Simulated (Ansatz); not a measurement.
**ZnO: a trial structure relaxed**

Aim: relax a trial structure of ZnO and see where it ends.

Computed with Ansatz 0.2.0 (DFT PBE, scalar-relativistic, plane waves, PAW, unless a step's input says otherwise).

## (1) The system as given

Symmetry: P4/nmm, No. 129, tetragonal system. The conventional cell has a = 3.784 Å, b = 3.784 Å, c = 3.846 Å, α = 90.00°, β = 90.00°, γ = 90.00°. Around Zn (site symmetry -4m2) lie 8 O at 2.63 to 2.76 Å and 4 Zn at 2.68 Å. O (site symmetry 4mm) is surrounded by 8 Zn at 2.63 to 2.76 Å and 4 O at 2.68 Å.

Structure file:

```cif
data_structure
_symmetry_space_group_name_H-M 'P 1'
_symmetry_Int_Tables_number 1
_cell_length_a 3.7835
_cell_length_b 3.7835
_cell_length_c 3.8463
_cell_angle_alpha 90.000
_cell_angle_beta 90.000
_cell_angle_gamma 90.000
_cell_volume 55.06
loop_
_atom_site_label
_atom_site_type_symbol
_atom_site_fract_x
_atom_site_fract_y
_atom_site_fract_z
_atom_site_occupancy
Zn1 Zn 0.00000 0.00000 0.50000 1
Zn2 Zn 0.50000 0.50000 0.50000 1
O1 O 0.00000 0.50000 0.97617 1
O2 O 0.50000 0.00000 0.02383 1
```

Recipe of the guess: random cell by space group and Wyckoff sites (P4/nmm, No. 129). The dimensions are guesses.

## (2) Probe: one point on a coarse mesh

Input file input.yaml:

```yaml
crystal:
  lattice:
    - [3.78352697, 0.0, 0.0]
    - [0.0, 3.78352697, 0.0]
    - [0.0, 0.0, 3.84631579]
  atoms:
    - { symbol: Zn, position: [0.0, 0.0, 0.5] }
    - { symbol: Zn, position: [0.5, 0.5, 0.5] }
    - { symbol: O, position: [0.0, 0.5, 0.97617093] }
    - { symbol: O, position: [0.5, 0.0, 0.02382907] }
basis:
  ecutwfc: 420
kpoints:
  mp_grid: { grid: [4, 4, 4] }
hamiltonian:
  xc: pbe
scf:
  occupations: { method: gaussian, width: 0.1 }
  lower_state_search: "off"
output:
  forces: true
  stress: true
  eigenvalues: true
```

Started as:

```bash
> ansatz run input.yaml --threads 1 --pin off --max-ram 2560MiB --backend cpu --events-out ev --progress --plain --runs-dir out
```

The session goes on with these runs: spin check on a coarse mesh; rough relaxation on the coarse mesh; full relaxation.

**Question.** What will these runs give? Wanted: conventional cell; volume; energy over the elements; gap on the mesh.

As calculated:

| quantity | value |
| --- | --- |
| symmetry at the end (tolerance 0.02 Å) | space group P4/nmm (No. 129) |
| conventional cell | a = 3.848 Å, b = 3.848 Å, c = 3.526 Å, α = 90.00°, β = 90.00°, γ = 90.00° |
| volume | 13.05 Å³/atom |
| energy over the elements (uncorrected; H, N, O, F and Cl as molecules) | -1.10 eV/atom |
| gap on the mesh | 1.07 eV |

What this shows: The space group P4/nmm (No. 129) is kept, and the volume per atom shrinks by 5.2 % from the first guess. It lies below the elements, which doesn't yet make it stable: competing phases were not computed in this session. No finished test with a distortion of lower symmetry is shown, so the end may be a saddle point. Other magnetic orders were not searched.
